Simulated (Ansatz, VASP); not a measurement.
PbF2 in VASP and in Ansatz

```
CELL_PARAMETERS angstrom
0.00000 2.95795 2.95795
2.95795 0.00000 2.95795
2.95795 2.95795 0.00000
ATOMIC_POSITIONS crystal
Pb 0.00000 0.00000 0.00000
F 0.75000 0.75000 0.75000
F 0.25000 0.25000 0.25000
```

Alike in both runs: task single point; functional RPBE; k mesh 4 × 4 × 4; occupations gaussian, width 0.1 eV; no spin polarisation.

```csv
,VASP,Ansatz
version,VASP 6.6.1,Ansatz 0.2.0
potentials or method,"VASP PAW PBE potentials, release 64 (Pb_d, F)","scalar-relativistic, plane waves, PAW"
plane-wave cutoff (eV),520,420
valence electrons in the cell,28,28
```

Ansatz gave:

```
gap on the k mesh at the Fermi level (eV) : 4.55
least direct gap on the mesh (eV)         : 4.69
pressure (GPa)                            : 6.4
```

Question: What did VASP give for the same quantities?

Answer: gap on the k mesh at the Fermi level (eV): 4.55; least direct gap on the mesh (eV): 4.69; pressure (GPa): 6.2.

With one functional, cell and mesh, what is left measures potentials, basis and numerics.

Caveats: the k mesh is coarse (spacing up to 0.46 Å⁻¹), so the values aren't converged; the PAW data sets were made with another functional, which shifts forces and pressure a little (VASP); spin-orbit coupling is left out, which as a rule narrows the gap of such compounds by several tenths of an eV. A k mesh can miss the band edges.
